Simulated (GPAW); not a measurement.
KF (Carobbiite):

```
CELL_PARAMETERS angstrom
0.00000 2.67185 2.67185
2.67185 0.00000 2.67185
2.67185 2.67185 0.00000
ATOMIC_POSITIONS crystal
K 0.00000 0.00000 0.00000
F 0.50000 0.50000 0.50000
```

Base run:

```yaml
Program: GPAW 26.7.0
Functional: LDA
Potentials_or_basis: the program's PAW data sets (release 1.2.1) made for this functional
Cutoff: 800 eV
Basis: pw
k_mesh: 9 × 9 × 9
Occupations: fermi-dirac, width 0.05 eV
Spin: no spin polarisation
```

Its results: band gap on the k mesh 5.80 eV, direct; pressure -4.3 GPa.

Q: After a change of settings the same cell gave: band gap on the k mesh 6.51 eV, direct; pressure 3.3 GPa. Which change was it?
A. functional from LDA to RPBE; occupations from fermi-dirac, width 0.05 eV to gaussian, width 0.02 eV
B. functional from LDA to PBE; potentials or basis from the program's PAW data sets (release 1.2.1) made for this functional to GPAW PAW data sets (gpaw-data 1.2.1)
C. functional from LDA to r2SCAN; potentials or basis from the program's PAW data sets (release 1.2.1) made for this functional to GPAW PAW data sets (gpaw-data 1.2.1)
D. functional from LDA to PBEsol; potentials or basis from the program's PAW data sets (release 1.2.1) made for this functional to PAW data sets generated in the run's folder for this functional

A: A.

Caveats: an odd mesh through Γ misses points on the zone boundary, where band edges often lie (some runs).

Not every run made on this cell is shown here.
